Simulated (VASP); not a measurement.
Runs of VASP 6.6.1 on InAs. It takes space group F-43m (No. 216, cubic). Conventional cell: a = 6.036 Å, b = 6.036 Å, c = 6.036 Å, α = 90.00°, β = 90.00°, γ = 90.00°. In (site symmetry -43m) is surrounded by 4 As at 2.61 Å. Around As (site symmetry -43m) lie 4 In at 2.61 Å. 

```tsv
task	level	cell	k mesh	cutoff (eV)	smearing	screening parameter	grid for exact exchange (PRECFOCK)	mesh quality	gap on the mesh (eV)	pressure (GPa)
single point	HSE(alpha, omega)	as given	4 × 4 × 4	520	fermi-dirac 0.05 eV	0.3	Fast	coarse	0.45	2.5
relaxation of cell and atoms	BLYP+D4	relaxed	8 × 8 × 8	600	fermi-dirac 0.05 eV	-	-	not flagged	none	0.0
single point	PBE	as given	8 × 8 × 8	520	gaussian 0.028 eV	-	-	not flagged	none	4.4
single point	HSE(alpha, omega)	as given	4 × 4 × 4	520	fermi-dirac 0.05 eV	0.15	Fast	coarse	0.75	2.1
single point	HSE(alpha, omega)	as given	4 × 4 × 4	520	fermi-dirac 0.05 eV	0.2	Fast	coarse	(a)	(b)
```

Alike in all rows: potentials or basis VASP PAW PBE potentials, release 64 (In_d, As); no spin polarisation.

Task: Fill in the values left out.

Result: (a) 0.63; (b) 2.2.

Caveats: some runs use coarse meshes; the PAW data sets were made with another functional, which shifts forces and pressure a little (some runs); spin-orbit coupling is left out, which moves the levels of the heavy elements (some runs); this crystal is a semiconductor, whose small gap the functional closes, so the metal is an error of the method (some runs); pairwise dispersion overbinds metals, which lowers pressure and volume (some runs).

A k mesh can miss the band edges, and the runs leave out spin-orbit coupling on As, In.

A gap of «none» marks a metal or a gap under the smearing width.
